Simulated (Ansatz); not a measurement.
# Germanium, dhcp under RPBE: from relaxation to bulk modulus, part 2 of 2

The plan for germanium in the dhcp structure: relax it, solve it on a dense k-mesh, then scale the cell to 7 volumes from 88 to 112 % of the relaxed one and try a fit of the equation of state. Spin polarisation is left out. The k-meshes are 12×12×4 for the relaxation; 16×16×5 for the dense run; 13×13×4 for the volumes.

Ansatz 0.2.0; DFT, RPBE, plane waves (420 eV) with PAW, scalar-relativistic. Earlier steps stand in the parts before.

**8. Equation of state: 104 %**

input.yaml reads:

```yaml
crystal:
  lattice:
    - [3.0837952317, 0.0, 0.0]
    - [-1.5418976159, 2.6706450107, 0.0]
    - [0.0, 0.0, 10.1118033223]
  atoms:
    - { symbol: Ge, position: [0.0, 1.0, 1.0] }
    - { symbol: Ge, position: [0.0, 1.0, 0.5] }
    - { symbol: Ge, position: [0.3333333333, 0.6666666667, 0.25] }
    - { symbol: Ge, position: [0.6666666667, 0.3333333333, 0.75] }
hamiltonian:
  xc: rpbe
  pseudopotentials:
    kind: paw
    azcp:
      Ge: "pseudopotentials/Ge.paw.azcp"
basis:
  ecutwfc: 420
  fft_grid_basis: typed
kpoints:
  mp_grid: { grid: [13, 13, 4], shift: [0, 0, 0] }
magnetization:
  spin_polarized: false
scf:
  occupations: { method: fermi_dirac, width: 0.1 }
  lower_state_search: "off"
output:
  stress: true
  write_density: true
  write_potential: true
  elf: true
  volumetric_format: npy
```

The program printed (excerpt; [...] marks lines left out):

```text
Warning: RAYON_NUM_THREADS=2 ignored (pool sized by the plan → 2); use --threads N
[...]
Pseudopotentials: kind: paw
Pseudopotential: Ge, paw, valence charge 14, recommended cutoff 420 eV (normal), <dir>
Functional definition: RPBE
[...]
Crystal: 4 atoms, lattice volume = 83.278 Å³
Basis set: ecut = 420 eV, 1605 PW (Γ)
Bands: 34, of which v1, the nominal top of the filled ones, is band 28 counted from 1 (27 counted from 0)
Symmetry: 24 space group operations
Space group: P63/mmc (ITA 194), of the structure as read, at distance tolerance 4.4e-5 Å
k-points: 63 of 676
[...]
SCF iter   1: F=—  HF=-17201.440997 eV  |F-HF|=—  |Δ(HF+E_count)|=         —  Δρ=2.80e-3  dr2=2.97e-3  ethr=1.77e-3  ⟨swp⟩=5.4  Hψ=7678  notcnv=0
[...]
SCF iter   7: F=-17201.438553 eV  HF=-17201.438553 eV  |F-HF|=1.84e-9  |Δ(HF+E_count)|=   3.44e-8  Δρ=2.98e-6  dr2=5.49e-9  ethr=5.37e-11  ⟨swp⟩=7.1  Hψ=12805  notcnv=0
[...]
SCF converged after 7 iterations
Free energy (F): -17201.438553 eV
[...]
E sigma→0 (E₀):  -17201.411348 eV
Entropy (-TS):   -0.054409 eV (-13.602 meV/atom)
Fermi energy:    9.879780 eV
[...]
--- Stress (GPa, compression-positive) ---
       -2.622352      -0.000000       0.000000
       -0.000000      -2.622352       0.000000
        0.000000       0.000000      -1.368664
  P = ⅓ Tr σ = -2.2045 GPa (-22.045 kbar)
--- Band table (eV; the first three rows and the last of 63) ---
[...]
```

Wall time 6.6 s (2 threads of Arm Neoverse V2, shared host); peak memory 0.42 GiB.

**9. Equation of state: 108 %**

input.yaml, as its differences from that of step 8:

```diff
@@ -2,5 +2,5 @@
   lattice:
-    - [3.0837952317, 0.0, 0.0]
-    - [-1.5418976159, 2.6706450107, 0.0]
-    - [0.0, 0.0, 10.1118033223]
+    - [3.1228347588, 0.0, 0.0]
+    - [-1.5614173794, 2.7044542329, 0.0]
+    - [0.0, 0.0, 10.2398144222]
   atoms:
@@ -28,5 +28 @@
   stress: true
-  write_density: true
-  write_potential: true
-  elf: true
-  volumetric_format: npy
```

The program printed (excerpt; [...] marks lines left out):

```text
Warning: RAYON_NUM_THREADS=2 ignored (pool sized by the plan → 2); use --threads N
[...]
Pseudopotentials: kind: paw
Pseudopotential: Ge, paw, valence charge 14, recommended cutoff 420 eV (normal), <dir>
Functional definition: RPBE
[...]
Crystal: 4 atoms, lattice volume = 86.481 Å³
Basis set: ecut = 420 eV, 1655 PW (Γ)
Bands: 32, of which v1, the nominal top of the filled ones, is band 28 counted from 1 (27 counted from 0)
Symmetry: 24 space group operations
Space group: P63/mmc (ITA 194), of the structure as read, at distance tolerance 4.4e-5 Å
k-points: 63 of 676
[...]
SCF iter   1: F=—  HF=-17201.379282 eV  |F-HF|=—  |Δ(HF+E_count)|=         —  Δρ=2.72e-3  dr2=2.83e-3  ethr=1.77e-3  ⟨swp⟩=5.7  Hψ=15233  notcnv=0  defer=2
[...]
SCF iter   7: F=-17201.376923 eV  HF=-17201.376923 eV  |F-HF|=6.08e-10  |Δ(HF+E_count)|=   5.15e-8  Δρ=3.23e-6  dr2=7.27e-9  ethr=8.24e-11  ⟨swp⟩=4.0  Hψ=6529  notcnv=0
[...]
SCF converged after 7 iterations
Free energy (F): -17201.376923 eV
[...]
E sigma→0 (E₀):  -17201.348112 eV
Entropy (-TS):   -0.057622 eV (-14.406 meV/atom)
Fermi energy:    9.375038 eV
[...]
--- Stress (GPa, compression-positive) ---
       -4.252895       0.000000       0.000000
       -0.000000      -4.252895       0.000000
        0.000000       0.000000      -3.184837
  P = ⅓ Tr σ = -3.8969 GPa (-38.969 kbar)
```

Run time: 5.2 s. Hardware: 2 threads of Arm Neoverse V2, shared host; peak memory 0.42 GiB.

**10. Equation of state: 112 %**

input.yaml, as its differences from that of step 9:

```diff
@@ -2,5 +2,5 @@
   lattice:
-    - [3.1228347588, 0.0, 0.0]
-    - [-1.5614173794, 2.7044542329, 0.0]
-    - [0.0, 0.0, 10.2398144222]
+    - [3.1609218632, 0.0, 0.0]
+    - [-1.5804609316, 2.7374386329, 0.0]
+    - [0.0, 0.0, 10.3647025161]
   atoms:
```

The program printed (excerpt; [...] marks lines left out):

```text
Warning: RAYON_NUM_THREADS=2 ignored (pool sized by the plan → 2); use --threads N
[...]
Pseudopotentials: kind: paw
Pseudopotential: Ge, paw, valence charge 14, recommended cutoff 420 eV (normal), <dir>
Functional definition: RPBE
[...]
Crystal: 4 atoms, lattice volume = 89.684 Å³
Basis set: ecut = 420 eV, 1751 PW (Γ)
Bands: 32, of which v1, the nominal top of the filled ones, is band 28 counted from 1 (27 counted from 0)
Symmetry: 24 space group operations
Space group: P63/mmc (ITA 194), of the structure as read, at distance tolerance 4.5e-5 Å
k-points: 63 of 676
[...]
SCF iter   1: F=—  HF=-17201.287211 eV  |F-HF|=—  |Δ(HF+E_count)|=         —  Δρ=2.64e-3  dr2=2.66e-3  ethr=1.77e-3  ⟨swp⟩=5.8  Hψ=15233  notcnv=0  defer=2
[...]
SCF iter   7: F=-17201.285012 eV  HF=-17201.285012 eV  |F-HF|=4.63e-9  |Δ(HF+E_count)|=   6.85e-8  Δρ=3.44e-6  dr2=1.49e-8  ethr=1.79e-10  ⟨swp⟩=4.0  Hψ=6555  notcnv=0
[...]
SCF converged after 7 iterations
Free energy (F): -17201.285012 eV
[...]
E sigma→0 (E₀):  -17201.254508 eV
Entropy (-TS):   -0.061009 eV (-15.252 meV/atom)
Fermi energy:    8.903371 eV
[...]
--- Stress (GPa, compression-positive) ---
       -5.547288       0.000000       0.000000
       -0.000000      -5.547288       0.000000
        0.000000       0.000000      -4.647135
  P = ⅓ Tr σ = -5.2472 GPa (-52.472 kbar)
```

Wall time 4.8 s (2 threads of Arm Neoverse V2, shared host); peak memory 0.43 GiB.

**11. The equation of state**

The cell was scaled evenly, with its shape and the fractional positions fixed.

| V (Å³/atom) | E − E₀ (meV/atom) | P from the stress (GPa) | P from the fit (GPa) |
| --- | --- | --- | --- |
| 17.617 | 64.6 | 9.78 | 9.82 |
| 18.417 | 26.1 | 5.76 | 5.76 |
| 19.218 | 5.7 | 2.52 | 2.50 |
| 20.019 | 0.0 | -0.09 | -0.14 |
| 20.820 | 6.2 | -2.20 | -2.26 |
| 21.620 | 22.0 | -3.90 | -3.98 |
| 22.421 | 45.4 | -5.25 | -5.37 |

A third-order Birch-Murnaghan fit gives V₀ = 19.973 Å³/atom, B₀ = 60 GPa and B₀′ = 4.3; it misses no point by more than 0.06 meV/atom.

**12. What came out**

This closing draws on all 2 parts.

| quantity | value |
| --- | --- |
| space group (spins left aside) | P6_3/mmc (No. 194) |
| conventional cell | a = 3.044 Å, c = 9.980 Å (c/a = 3.279) |
| volume | 20.019 Å³/atom |
| shortest distance | 3.044 Å |
| gap on the mesh | none (levels filled in part) |
| relative to diamond | +359 meV/atom |
| V₀, B₀, B₀′ | 19.973 Å³/atom, 60 GPa, 4.3 |

In words: From the guessed start the volume grew by 4.1 % in 6 steps. It lies 359 meV/atom above the element's reference form at the same level (diamond, from a run of its own). No gap shows: it is a metal or semimetal at this level. The fitted modulus is 60 GPa; letting shape and positions relax at each volume could only lower it. Relaxation kept the symmetry; phonons were not checked.
